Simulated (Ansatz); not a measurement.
**AlN under changes of volume**

One of the cells (10.417 Å³/atom); the others are scaled copies at fixed shape and fractional positions:

```
CELL_PARAMETERS angstrom
0.00000 2.18399 2.18399
2.18399 0.00000 2.18399
2.18399 2.18399 0.00000
ATOMIC_POSITIONS crystal
Al 0.00000 0.00000 0.00000
N 0.25000 0.25000 0.25000
```

Measurements of this composition are mostly on another form, of space group No. 186.

- Program: Ansatz 0.2.0
- Functional: exchange-only PBE
- Potentials or basis: Ansatz PAW
- Cutoff: 420 eV (not typed: the program's choice for these potentials)
- k mesh: 10 × 10 × 10
- Occupations: fermi-dirac, width 0.05 eV
- Spin: no spin polarisation

| volume (Å³/atom) | energy over the lowest point (meV/atom) | pressure (GPa) | gap on the mesh (eV) |
| --- | --- | --- | --- |
| 9.792 | ? | ? | ? |
| 10.001 | 111.48 | 29.1 | 3.70 |
| 10.209 | 77.06 | 23.8 | 3.69 |
| 10.417 | 49.31 | 19.0 | 3.67 |
| 10.626 | 27.53 | 14.6 | 3.66 |
| 10.834 | 11.24 | 10.5 | 3.64 |
| 11.042 | 0.00 | 6.9 | 3.63 |

Question: What does the run at 9.792 Å³/atom give?

Answer: Energy over the lowest point 153.05 meV/atom; pressure 35.0 GPa; gap on the mesh 3.71 eV.

Worked out: A Birch-Murnaghan fit of order 3 (a polynomial in V^(-2/3)) to the other rows has no minimum within the range. It gives 153.46 meV/atom at 9.792 Å³/atom, against the run's 153.05, and -dE/dV = 35.2 GPa, against 35.0. A straight line through the other rows of the gap, of slope -0.736 eV per unit of ln V, extrapolates to 3.72 eV, against the run's 3.71.

Energies are extrapolated to zero smearing.

Caveats: the PAW data sets come from PBE, with cores solved anew for the run's functional, which leaves a small shift of forces and pressure.

A mesh can miss the band edges.
